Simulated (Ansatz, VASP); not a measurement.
## KTaO3 (KTaO3 (001), KO below and TaO2 above, 4 units) in two plane-wave programs

Wanted: the spread between two codes on one cell, functional and k mesh.

Main program and level: Ansatz 0.2.0; plane waves, with VASP 6.6.1 beside it; single point at PBE.

## (1) Starting point

The cell holds 20 atoms: 4 K, 12 O and 4 Ta. Cell: a = 3.990 Å, b = 3.990 Å, c = 31.965 Å, α = 90.0°, β = 90.0°, γ = 90.0°. It derives from KTaO3 (perovskite KTaO3). Vacuum lies along c.

## (2) VASP: single point, PBE

With cell and atoms fixed, the geometry can't cause a difference; cores, projectors, grids and the points listed under the comparison can.

Lines of VASP's logs that name or quote its potential files are left out, and so is its time.

Contents of INCAR:

```
SYSTEM = KTaO3
PREC = Normal
ENCUT = 400
EDIFF = 1E-06
NELM = 120
ISMEAR = -1
SIGMA = 0.03
LREAL = Auto
ALGO = Fast
GGA = PE
NBANDS = 104
LORBIT = 11
LWAVE = .FALSE.
LCHARG = .TRUE.
IDIPOL = 3
LDIPOL = .TRUE.
DIPOL = 0.5 0.5 0.506
LVHAR = .TRUE.
LVACPOTAV = .TRUE.
LELF = .TRUE.
NEDOS = 1500
```

Contents of POSCAR:

```
KTaO3
1.0
    3.9900000000      0.0000000000      0.0000000000
    0.0000000000      3.9900000000      0.0000000000
    0.0000000000      0.0000000000     31.9650000000
K O Ta
4 12 4
Direct
    0.0000000000      0.0000000000      0.2647534231
    0.0000000000      0.0000000000      0.3976153401
    0.0000000000      0.0000000000      0.5303061743
    0.0000000000      0.0000000000      0.6635156601
    0.5000000000      0.5000000000      0.2713604486
    0.0000000000      0.5000000000      0.3354148100
    0.5000000000      0.0000000000      0.3354148100
    0.5000000000      0.5000000000      0.4040045836
    0.0000000000      0.5000000000      0.4685886274
    0.5000000000      0.0000000000      0.4685886274
    0.5000000000      0.5000000000      0.5362462720
    0.0000000000      0.5000000000      0.6009969689
    0.5000000000      0.0000000000      0.6009969689
    0.5000000000      0.5000000000      0.6680506981
    0.0000000000      0.5000000000      0.7341828528
    0.5000000000      0.0000000000      0.7341828528
    0.5000000000      0.5000000000      0.3290168003
    0.5000000000      0.5000000000      0.4619662309
    0.5000000000      0.5000000000      0.5941903519
    0.5000000000      0.5000000000      0.7254315249
```

Contents of KPOINTS:

```
Automatic mesh
0
Gamma
8 8 1
0 0 0
```

Potentials, in the order of the species: K_pv, O and Ta (PBE family, release 64).

Command:

```console
$ mpirun -np 4 vasp_std
```

Numbers of over 12 decimals in the logs are rounded to 6 here.

The program printed:

```text
[banner, memory and clock lines left out]
running    4 mpi-ranks, on    1 nodes
 distrk:  each k-point on    4 cores,    1 groups
 distr:  one band on    1 cores,    4 groups

 POSCAR found type information on POSCAR K O Ta
 POSCAR found :  3 types and      20 ions
 LDA part: xc-table for (Slater+PW92), standard interpolation
 POSCAR, INCAR and KPOINTS ok, starting setup
 FFT: planning ... GRIDC
 FFT: planning ... GRID_SOFT
 FFT: planning ... GRID
 WAVECAR not read
 entering main loop
       N       E                     dE             d eps       ncg     rms          rms(c)
DAV:   1     0.896867706668E+03    0.89687E+03   -0.44980E+04  3176   0.828E+02
DAV:   2    -0.819029941314E+02   -0.97877E+03   -0.92595E+03  3848   0.256E+02
DAV:   3    -0.195593042459E+03   -0.11369E+03   -0.11224E+03  4064   0.908E+01
DAV:   4    -0.198134399565E+03   -0.25414E+01   -0.25345E+01  3960   0.147E+01
DAV:   5    -0.198179922394E+03   -0.45523E-01   -0.45491E-01  4336   0.185E+00    0.674E+01
RMM:   6    -0.165025806629E+03    0.33154E+02   -0.99990E+01  3725   0.216E+01    0.267E+01
RMM:   7    -0.163590705068E+03    0.14351E+01   -0.61884E+00  4138   0.598E+00    0.149E+01
RMM:   8    -0.163135814404E+03    0.45489E+00   -0.21764E+00  4128   0.381E+00    0.278E+00
RMM:   9    -0.163003459653E+03    0.13235E+00   -0.27079E-01  4279   0.122E+00    0.828E-01
RMM:  10    -0.162978452899E+03    0.25007E-01   -0.89710E-02  4226   0.688E-01    0.590E-01
RMM:  11    -0.162962081049E+03    0.16372E-01   -0.18160E-02  4262   0.290E-01    0.370E-01
RMM:  12    -0.162955491966E+03    0.65891E-02   -0.68382E-03  4248   0.198E-01    0.152E-01
RMM:  13    -0.162950750998E+03    0.47410E-02   -0.48386E-03  4216   0.140E-01    0.103E-01
RMM:  14    -0.162950689954E+03    0.61044E-04   -0.11782E-03  4395   0.629E-02    0.574E-02
[...]
RMM:  20    -0.162953468227E+03   -0.12222E-03   -0.17295E-05  3926   0.613E-03    0.411E-03
RMM:  21    -0.162953534593E+03   -0.66366E-04   -0.51447E-06  3681   0.378E-03    0.186E-03
RMM:  22    -0.162953586245E+03   -0.51652E-04   -0.25597E-06  3525   0.260E-03    0.136E-03
RMM:  23    -0.162953608364E+03   -0.22119E-04   -0.90548E-07  3342   0.169E-03    0.702E-04
RMM:  24    -0.162953620086E+03   -0.11722E-04   -0.41083E-07  3252   0.111E-03    0.450E-04
RMM:  25    -0.162953622780E+03   -0.26944E-05   -0.85279E-08  2723   0.648E-04    0.163E-04
RMM:  26    -0.162953623930E+03   -0.11500E-05   -0.30503E-08  2689   0.555E-04    0.220E-04
RMM:  27    -0.162953624235E+03   -0.30476E-06   -0.18976E-09  2234   0.373E-04
|                                                                             |
|           W    W    AA    RRRRR   N    N  II  N    N   GGGG   !!!           |
|           W    W   A  A   R    R  NN   N  II  NN   N  G    G  !!!           |
|           W    W  A    A  R    R  N N  N  II  N N  N  G       !!!           |
|           W WW W  AAAAAA  RRRRR   N  N N  II  N  N N  G  GGG   !            |
|           WW  WW  A    A  R   R   N   NN  II  N   NN  G    G                |
|           W    W  A    A  R    R  N    N  II  N    N   GGGG   !!!           |
|                                                                             |
|     Did not find any points to average over, which means that no vacuum     |
|     field-free region was found. Please increase the size of  your cell     |
|     in the dimension of the dipole correction to obtain accurate            |
|     workfunction values.                                                    |
|                                                                             |

   1 F= -.16295362E+03 E0= -.16295362E+03  d E =-.554904E-10
```

Parts of OUTCAR (step 2):

```text
ion  position               nearest neighbor table
   1  0.000  0.000  0.265-   5 2.83   5 2.83   5 2.83   5 2.83   6 3.01   7 3.01   7 3.01   6 3.01
                            17 3.49  17 3.49  17 3.49  17 3.49   2 4.25
   2  0.000  0.000  0.398-   6 2.82   7 2.82   6 2.82   7 2.82   8 2.83   8 2.83   8 2.83   8 2.83
                             9 3.02  10 3.02  10 3.02   9 3.02  18 3.49  18 3.49  18 3.49  18 3.49
   3  0.000  0.000  0.530-   9 2.81  10 2.81   9 2.81  10 2.81  11 2.83  11 2.83  11 2.83  11 2.83
                            12 3.01  13 3.01  13 3.01  12 3.01  19 3.48  19 3.48  19 3.48  19 3.48
   4  0.000  0.000  0.664-  12 2.82  13 2.82  12 2.82  13 2.82  14 2.83  14 2.83  14 2.83  14 2.83
                            15 3.01  16 3.01  16 3.01  15 3.01  20 3.45  20 3.45  20 3.45  20 3.45
   5  0.500  0.500  0.271-  17 1.84   1 2.83   1 2.83   1 2.83   1 2.83
   6  0.000  0.500  0.335-  17 2.01  17 2.01   2 2.82   2 2.82   1 3.01   1 3.01
   7  0.500  0.000  0.335-  17 2.01  17 2.01   2 2.82   2 2.82   1 3.01   1 3.01
   8  0.500  0.500  0.404-  18 1.85  17 2.40   2 2.83   2 2.83   2 2.83   2 2.83
   9  0.000  0.500  0.469-  18 2.01  18 2.01   3 2.81   3 2.81   2 3.02   2 3.02
  10  0.500  0.000  0.469-  18 2.01  18 2.01   3 2.81   3 2.81   2 3.02   2 3.02
  11  0.500  0.500  0.536-  19 1.85  18 2.37   3 2.83   3 2.83   3 2.83   3 2.83
  12  0.000  0.500  0.601-  19 2.01  19 2.01   4 2.82   4 2.82   3 3.01   3 3.01
  13  0.500  0.000  0.601-  19 2.01  19 2.01   4 2.82   4 2.82   3 3.01   3 3.01
  14  0.500  0.500  0.668-  20 1.83  19 2.36   4 2.83   4 2.83   4 2.83   4 2.83
  15  0.000  0.500  0.734-  20 2.01  20 2.01   4 3.01   4 3.01
  16  0.500  0.000  0.734-  20 2.01  20 2.01   4 3.01   4 3.01
  17  0.500  0.500  0.329-   5 1.84   6 2.01   7 2.01   7 2.01   6 2.01   8 2.40   1 3.49   1 3.49
                             1 3.49   1 3.49   2 3.57   2 3.57   2 3.57   2 3.57
  18  0.500  0.500  0.462-   8 1.85   9 2.01  10 2.01  10 2.01   9 2.01  11 2.37   2 3.49   2 3.49
                             2 3.49   2 3.49   3 3.57   3 3.57   3 3.57   3 3.57
  19  0.500  0.500  0.594-  11 1.85  12 2.01  13 2.01  13 2.01  12 2.01  14 2.36   3 3.48   3 3.48
                             3 3.48   3 3.48   4 3.59   4 3.59   4 3.59   4 3.59
  20  0.500  0.500  0.725-  14 1.83  15 2.01  16 2.01  16 2.01  15 2.01   4 3.45   4 3.45   4 3.45
                             4 3.45

  LATTYP: Found a simple tetragonal cell.
 ALAT       =     3.9900000000
 C/A-ratio  =     8.0112781955

 Subroutine GETGRP returns: Found  8 space group operations
 (whereof  8 operations were pure point group operations)

The static configuration has the point symmetry C_4v.

 Found     15 irreducible k-points:

   k-points           NKPTS =     15   k-points in BZ     NKDIM =     15   number of bands    NBANDS=    104

   dimension x,y,z NGX =    20 NGY =   20 NGZ =  160
   dimension x,y,z NGXF=    40 NGYF=   40 NGZF=  320

   ENCUT  =  400.0 eV  29.40 Ry    5.42 a.u.   6.51  6.51 52.13*2*pi/ulx,y,z

   NELECT =     120.0000    total number of electrons

 k-points in reciprocal lattice and weights: Automatic mesh
   0.00000000  0.00000000  0.00000000       0.016
   0.12500000  0.00000000  0.00000000       0.062
   0.25000000  0.00000000  0.00000000       0.062
   0.37500000  0.00000000  0.00000000       0.062
   0.50000000  0.00000000  0.00000000       0.031
   0.12500000  0.12500000  0.00000000       0.062
   0.25000000  0.12500000  0.00000000       0.125
   0.37500000  0.12500000  0.00000000       0.125
   0.50000000  0.12500000  0.00000000       0.062
[...]
0.50000000  0.37500000  0.00000000       0.062
   0.50000000  0.50000000  0.00000000       0.016

 dipolmoment           0.000000      0.000000      0.169423 electrons x Angstroem

 average (electrostatic) potential at core
       1 -14.4919       2 -13.3873       3 -13.5907       4 -13.8043       5 -75.4964
       6 -75.6275       7 -75.6275       8 -75.8577       9 -75.7835      10 -75.7835
      11 -76.1610      12 -76.0432      13 -76.0432      14 -76.6246      15 -75.8926
      16 -75.8926      17 -43.2272      18 -43.5295      19 -43.8126      20 -43.8801

 E-fermi :  -1.2125

 k-point     1 :       0.0000    0.0000    0.0000
  band No.  band energies     occupation
    ...
     56      -2.8302      2.00000
     57      -2.7383      2.00000
     58      -2.7383      2.00000
     59      -2.6861      2.00000
     60      -2.6861      2.00000
     61      -0.0395      0.00000
     62       0.1391      0.00000
     63       0.2346      0.00000
     64       0.4335      0.00000
     65       1.1477      0.00000
    ...

 k-point     2 :       0.1250    0.0000    0.0000
  band No.  band energies     occupation
    ...
     56      -3.0362      2.00000
     57      -3.0030      2.00000
     58      -2.9370      2.00000
     59      -2.9114      2.00000
     60      -2.8933      2.00000
     61       0.4054      0.00000
     62       0.5867      0.00000
     63       0.6769      0.00000
     64       0.8745      0.00000
     65       1.1474      0.00000
    ...

 k-point     3 :       0.2500    0.0000    0.0000
  band No.  band energies     occupation
    ...
     56      -3.2623      2.00000
     57      -3.2360      2.00000
     58      -3.0941      2.00000
     59      -2.9012      2.00000
     60      -2.6344      2.00000
     61       1.1498      0.00000
     62       1.3803      0.00000
     63       1.4895      0.00000
     64       1.5560      0.00000
     65       1.6096      0.00000
    ...

  Total       -9.3674701     -9.3674701     -7.6117702      0.0000000      0.0000000      0.0000000
  in kB      -29.4925551    -29.4925551    -23.9649070      0.0000000      0.0000000      0.0000000
  external PRESSURE =     -27.6500057 kB  Pullay stress =       0.0000000 kB

  energy-cutoff  :      400.00
  volume of cell :      508.89
      direct lattice vectors                 reciprocal lattice vectors
     3.990000000  0.000000000  0.000000000     0.250626566  0.000000000  0.000000000
     0.000000000  3.990000000  0.000000000     0.000000000  0.250626566  0.000000000
     0.000000000  0.000000000 31.965000000     0.000000000  0.000000000  0.031284217

 POSITION                                       TOTAL-FORCE (eV/Angst)
 -----------------------------------------------------------------------------------
      0.00000      0.00000      8.46284         0.000000      0.000000     -0.025929
      0.00000      0.00000     12.70977         0.000000     -0.000000      0.004469
      0.00000      0.00000     16.95124         0.000000     -0.000000     -0.029241
      0.00000      0.00000     21.20928         0.000000     -0.000000     -0.004038
      1.99500      1.99500      8.67404         0.000000     -0.000000      0.012959
      0.00000      1.99500     10.72153         0.000000     -0.000000     -0.002682
      1.99500      0.00000     10.72153         0.000000      0.000000     -0.002682
      1.99500      1.99500     12.91401         0.000000     -0.000000     -0.009691
      0.00000      1.99500     14.97844        -0.000000      0.000000      0.017204
      1.99500      0.00000     14.97844         0.000000     -0.000000      0.017204
      1.99500      1.99500     17.14111        -0.000000     -0.000000      0.002508
      0.00000      1.99500     19.21087         0.000000     -0.000000      0.000297
      1.99500      0.00000     19.21087         0.000000     -0.000000      0.000297
      1.99500      1.99500     21.35424         0.000000     -0.000000      0.008326
      0.00000      1.99500     23.46815         0.000000      0.000000      0.018959
      1.99500      0.00000     23.46815         0.000000      0.000000      0.018959
      1.99500      1.99500     10.51702         0.000000     -0.000000      0.025173
      1.99500      1.99500     14.76675         0.000000     -0.000000     -0.005910
      1.99500      1.99500     18.99329        -0.000000     -0.000000     -0.026138
      1.99500      1.99500     23.18842         0.000000      0.000000     -0.020045
 -----------------------------------------------------------------------------------
    total drift:                                0.000000      0.000000     -0.034882

  FREE ENERGIE OF THE ION-ELECTRON SYSTEM (eV)
  ---------------------------------------------------
  free  energy   TOTEN  =      -162.9536242352 eV

  energy  without entropy=     -162.9536242351  energy(sigma->0) =     -162.95362424

 vacuum level on the upper side and lower side of the slab         3.739         1.814

 total charge
# of ion       s       p       d       tot
------------------------------------------
    1        0.068   6.095   0.089   6.252
    2        0.086   6.166   0.119   6.372
    3        0.087   6.170   0.121   6.379
    4        0.087   6.169   0.121   6.378
    5        1.594   3.447   0.000   5.041
    6        1.585   3.517   0.000   5.101
    7        1.585   3.517   0.000   5.101
    8        1.591   3.481   0.000   5.071
    9        1.585   3.514   0.000   5.099
   10        1.585   3.514   0.000   5.099
   11        1.590   3.482   0.000   5.073
   12        1.585   3.513   0.000   5.098
   13        1.585   3.513   0.000   5.098
   14        1.591   3.485   0.000   5.076
   15        1.585   3.480   0.000   5.064
   16        1.585   3.480   0.000   5.064
   17        0.685   1.124   3.397   5.206
   18        0.675   1.120   3.357   5.152
   19        0.674   1.118   3.358   5.151
   20        0.672   1.042   3.374   5.089
--------------------------------------------------
tot         22.079  70.948  13.938 106.966

[... 3 further parts left out ...]
```

The data set Ta keeps the semicore shell frozen, which is cheaper and a little less accurate.

(Continued in part 2 of 2.)

[Lines on the potential files, build, host, timing and source positions are cut from VASP's logs without a mark.]

[Logs are printed without paths, hosts, clocks, repeated set-up lines and the standing remarks that a program may print on its own settings, such as how far it seeks lower states.]

[Hosts, paths, dates, database ids (printed as entryN), source tags and the programs' standing remarks are cut or masked in the printed files.]
